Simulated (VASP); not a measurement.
Set up this calculation in VASP 6.6.1, as the native input.

```yaml
Task: band structure
Functional: BLYP
Potentials_or_basis: VASP PAW PBE potentials, release 64 (C)
Cutoff: 520 eV
k_mesh: 13 × 13 × 8
Occupations: fermi-dirac, width 0.05 eV
Spin: no spin polarisation
Further_INCAR_settings: ALGO = Normal; EDIFF = 1e-06; NBANDS = 11
```

Crystal: C.

```
C
1.0
     2.12732   -1.22828    0.00000
     2.12732    1.22828    0.00000
    -1.37907    0.00000    3.50283
C
2
Cartesian
  -0.6699 0.0000 3.5025
  3.5455 0.0000 0.0003
```

This is a stacking variant of graphite.

The input as run:

POSCAR

```
C
1.0
    2.1273203072     -1.2282824400      0.0000000000
    2.1273203072      1.2282824400      0.0000000000
   -1.3790696309      0.0000000000      3.5028300786
C
2
Direct
    0.1666444700      0.1666444700      0.9999069600
    0.8333555300      0.8333555300      0.0000930400
```

INCAR.step1

```
SYSTEM = C
PREC = Accurate ; ENCUT = 520
EDIFF = 1E-6 ; ISMEAR = -1
SIGMA = 0.05 ; LREAL = .False.
LASPH = .True. ; NELM = 80
ALGO = Normal ; ISIF = 2
LWAVE = .False. ; LCHARG = .True.
GGA = B5 ; ALDAX = 1.0
AGGAX = 1.0 ; AGGAC = 1.0
ALDAC = 0.0 ; NBANDS = 11
```

KPOINTS.step1

```
regular mesh
0
Gamma
  13 13 8
  0 0 0
```

INCAR.step2

```
SYSTEM = C
PREC = Accurate ; ENCUT = 520
EDIFF = 1E-6 ; ISMEAR = 0
SIGMA = 0.05 ; LREAL = .False.
LASPH = .True. ; NELM = 80
ALGO = Normal ; ISIF = 2
LWAVE = .False. ; LCHARG = .False.
GGA = B5 ; ALDAX = 1.0
AGGAX = 1.0 ; AGGAC = 1.0
ALDAC = 0.0 ; NBANDS = 11
ICHARG = 11
```

KPOINTS.step2

```
path GYFLI,I1ZF1,YX1,XGN,MG
15
line-mode
reciprocal
 0.0000000000  0.0000000000  0.0000000000  G
 0.5000000000  0.5000000000 -1.0000000000  Y

 0.5000000000  0.5000000000 -1.0000000000  Y
 0.4123194886  0.4123194886 -1.1190266490  F

 0.4123194886  0.4123194886 -1.1190266490  F
 0.5000000000  0.5000000000 -0.5000000000  L

 0.5000000000  0.5000000000 -0.5000000000  L
 0.6935932999  0.3064067001 -0.5000000000  I

 0.3064067001 -0.3064067001  0.5000000000  I1
 0.0000000000  0.0000000000  0.5000000000  Z

 0.0000000000  0.0000000000  0.5000000000  Z
 0.5876805114  0.5876805114  0.1190266490  F1

 0.5000000000  0.5000000000 -1.0000000000  Y
 0.6104897536  0.3895102464 -1.0000000000  X1

 0.3895102464 -0.3895102464  0.0000000000  X
 0.0000000000  0.0000000000  0.0000000000  G

 0.0000000000  0.0000000000  0.0000000000  G
 0.5000000000  0.0000000000 -0.5000000000  N

 0.5000000000  0.0000000000  0.0000000000  M
 0.0000000000  0.0000000000  0.0000000000  G
```

Potentials or basis: VASP PAW PBE potentials, release 64 (C).

The run is started by

```console
$ cat potpaw_PBE.64/C/POTCAR > POTCAR
$ cp INCAR.step1 INCAR
$ cp KPOINTS.step1 KPOINTS
$ mpirun -np 1 vasp_std > vasp.out
$ cp INCAR.step2 INCAR
$ cp KPOINTS.step2 KPOINTS
$ mpirun -np 1 vasp_std > vasp.out
```

Results of the run:

| Quantity | Value |
| --- | --- |
| Band gap along the path | 0.33 eV, direct |

Caveat: the log is that of the step along the path at fixed density, whose energy, stress, charges and moments have no meaning.

Run time: 29 s on 1 thread of Intel(R) Xeon(R) 6975P-C (Granite Rapids), with other jobs on the host, peak memory 0.16 GiB.
